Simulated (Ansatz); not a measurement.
# CoSi2: the cost of one run

Computed with Ansatz 0.2.0 (DFT PBE, scalar-relativistic, plane waves, PAW, unless a step's input says otherwise).

2 further runs of the same task are left out: 2 set aside as unsound or not needed. Runs told in other sessions of the task aren't counted.

### 1 Starting point

It takes space group Fm-3m (No. 225, cubic). The conventional cell has a = 5.360 Å, b = 5.360 Å, c = 5.360 Å, α = 90.00°, β = 90.00°, γ = 90.00°. Co (site symmetry m-3m) is surrounded by 8 Si at 2.32 Å. Around Si (site symmetry -43m) lie 4 Co at 2.32 Å.

Structure file:

```
CELL_PARAMETERS angstrom
0.00000 2.67994 2.67994
2.67994 0.00000 2.67994
2.67994 2.67994 0.00000
ATOMIC_POSITIONS crystal
Co 0.00000 0.00000 0.00000
Si 0.25000 0.25000 0.25000
Si 0.75000 0.75000 0.75000
```

It is the result of an earlier relaxation at this level (volume 12.83 Å³/atom; gap on the mesh: none (metal)).

### 2 The reference cell

The reference gives a free energy of -6399.1808 eV, pressure 0.00 GPa, largest force 0.000 eV/Å and gap on the mesh none (metal). It was computed beforehand with the settings of the runs below.

### 3 The scan: a two-dimensional strain map

The cell is strained by p along both x and y and by q along z, with fractional coordinates fixed.

### 4 Point p = -0.050, q = -0.050

input.yaml reads:

```yaml
crystal:
  lattice:
    - [0.0, 2.5459421067, 2.5459421067]
    - [2.5459421067, 0.0, 2.5459421067]
    - [2.5459421067, 2.5459421067, 0.0]
  atoms:
    - { symbol: Co, position: [0.0, 0.0, 0.0] }
    - { symbol: Si, position: [0.25, 0.25, 0.25] }
    - { symbol: Si, position: [0.75, 0.75, 0.75] }
basis:
  ecutwfc: 420
kpoints:
  mp_grid: { grid: [16, 16, 16] }
hamiltonian:
  xc: pbe
scf:
  occupations: { method: gaussian, width: 0.15 }
output:
  forces: true
  stress: true
  eigenvalues: true
```

On the command line:

```
> ansatz run input.yaml --threads 2 --pin off --max-ram 5120MiB --backend cpu --events-out ev --progress --plain --runs-dir out
```

Q: Estimate wall time and peak memory on 2 threads of Intel Xeon at 2.50GHz (Skylake/Cascade Lake), shared host.

About 7.1 s, with a peak of 0.39 GiB.
